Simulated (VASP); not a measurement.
Set up this calculation in VASP 6.6.1, as the native input.

| Quantity | Value |
| --- | --- |
| Task | single point |
| Functional | PBEsol |
| Potentials or basis | VASP PAW PBE potentials, release 64 (Mg, Zn, O) |
| Cutoff | 520 eV |
| k mesh | 6 × 6 × 3 |
| Occupations | gaussian, width 0.01 eV |
| Spin | no spin polarisation |
| Dipole correction | no |
| Further INCAR settings | ALGO = Normal; EDIFF = 1e-06; NBANDS = 26 |

The structure of Mg2ZnO3 lies in POSCAR:

```
Mg2ZnO3
1.0
    3.0329990000      0.0000000000      0.0000000000
   -1.5164990000      2.6266540000      0.0000000000
    0.0000000000      0.0000000000      7.4033160000
Mg Zn O
2 1 3
Direct
    0.3333333333      0.6666666667      0.6658000000
    0.6666666667      0.3333333333      0.3342000000
    0.0000000000      0.0000000000      0.0000000000
    0.3333333333      0.6666666667      0.1726190000
    0.6666666667      0.3333333333      0.8273810000
    0.0000000000      0.0000000000      0.5000000000
```

The cell comes from a database or a generator and needn't be the stable form of this composition.

These files were run (other wordings do the same):

INCAR

```
SYSTEM = Mg2ZnO3
  ALGO = Normal
  EDIFF = 1E-6
  ENCUT = 520
  GGA = PS
  ISIF = 2
  ISMEAR = 0
  LASPH = .True.
  LCHARG = .False.
  LREAL = .False.
  LWAVE = .False.
  NBANDS = 26
  NELM = 100
  PREC = Accurate
  SIGMA = 0.01
```

KPOINTS

```
k-points
0
Gamma
  6 6 3
  0 0 0
```

Potentials or basis: VASP PAW PBE potentials, release 64 (Mg, Zn, O).

The run is started by

```bash
$ cat potpaw_PBE.64/Mg/POTCAR potpaw_PBE.64/Zn/POTCAR potpaw_PBE.64/O/POTCAR > POTCAR
$ mpirun -np 1 vasp_std > vasp.out
```

It gave:

| Quantity | Value |
| --- | --- |
| Pressure | -5.8 GPa |
| Largest force | 0.102 eV/Å |
| Band gap on the k mesh | 2.80 eV, indirect (least direct gap 2.87 eV) |

Caveat: the PAW data sets were made with another functional, which shifts forces and pressure a little; an odd mesh through Γ misses points on the zone boundary, where band edges often lie.

It took 26 s on 1 thread of Intel(R) Xeon(R) Platinum 8259CL CPU @ 2.50GHz (Skylake/Cascade Lake) (shared host), peak memory 0.19 GiB.
